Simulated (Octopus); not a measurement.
Wanted: an ASE script for an Octopus 16.4 run.

```yaml
Task: single point
Functional: RPBE
Dispersion: TS
Potentials_or_basis: pseudodojo_lda (PseudoDojo 0.4, LDA)
Grid_spacing: 0.148 Å
k_mesh: 8 × 8 × 8
Occupations: fermi-dirac, width 0.05 eV
Spin: collinear spin, ferromagnetic start
Starting_moments: "[0.5, 0.0] μB"
Eigensolver: chebyshev_filter
k-point_symmetries_used: yes
ConvRelDens: 1e-06
ExtraStates: 7
DerivativesOrder: 8
```

The system is MgO.

```xyz
2
Lattice="0.0000 2.0970 2.0970 2.0970 0.0000 2.0970 2.0970 2.0970 0.0000" Properties=species:S:1:pos:R:3 pbc="T T T"
Mg    0.0000    0.0000    0.0000
O     2.0970    2.0970    2.0970
```

The cell is a database's computed one.

One way to write it, as run:

run.py

```python
from ase.calculators.octopus import Octopus, OctopusProfile
from ase import Atoms

atoms = Atoms(['Mg', 'O'],
              cell=[[0.0, 2.0970013927, 2.0970013927], [2.0970013927, 0.0, 2.0970013927], [2.0970013927, 2.0970013927, 0.0]],
              scaled_positions=[[0.0, 0.0, 0.0], [0.5, 0.5, 0.5]],
              pbc=True)
calc = Octopus(profile=OctopusProfile(command='octopus'), directory='.',
               CalculationMode='gs',
               ExperimentalFeatures='yes',
               PseudopotentialSet='pseudodojo_lda',
               Spacing=[['0.14828039*angstrom', '0.14828039*angstrom', '0.14828039*angstrom']],
               DerivativesOrder=8,
               KPointsGrid=[[8, 8, 8]],
               KPointsUseSymmetries='yes',
               XCFunctional='gga_x_rpbe + gga_c_pbe',
               VDWCorrection='vdw_ts',
               SpinComponents='polarized',
               KPointsUseTimeReversal='no',
               GuessMagnetDensity='user_defined',
               AtomsMagnetDirection=[[0.5], [0.0]],
               SmearingFunction='fermi_dirac',
               Smearing='0.05*eV',
               ExtraStates=7,
               Eigensolver='chebyshev_filter',
               ConvRelDens='1e-6',
               MaximumIter=120,
               Output=[['density', 'cube'], ['elf', 'cube'], ['potential', 'cube']],
               )
atoms.calc = calc
energy = atoms.get_potential_energy()
print('energy (eV):', energy)
print('forces (eV/A):')
print(atoms.get_forces())
```

Potentials or basis: pseudodojo_lda (PseudoDojo 0.4, LDA).

Command:

```console
$ OMP_NUM_THREADS=1 python run.py
```

It gave:

```yaml
Band_gap_on_the_k_mesh: 5.17 eV, direct
Net_moment: 0.00 μB per cell
```

Caveat: the TS correction of this program wasn't checked against another; the potentials were made for another functional, which shifts forces and pressure.

It took 2.8 min on 1 thread of Arm Neoverse V2 (shared host), peak memory 0.62 GiB.
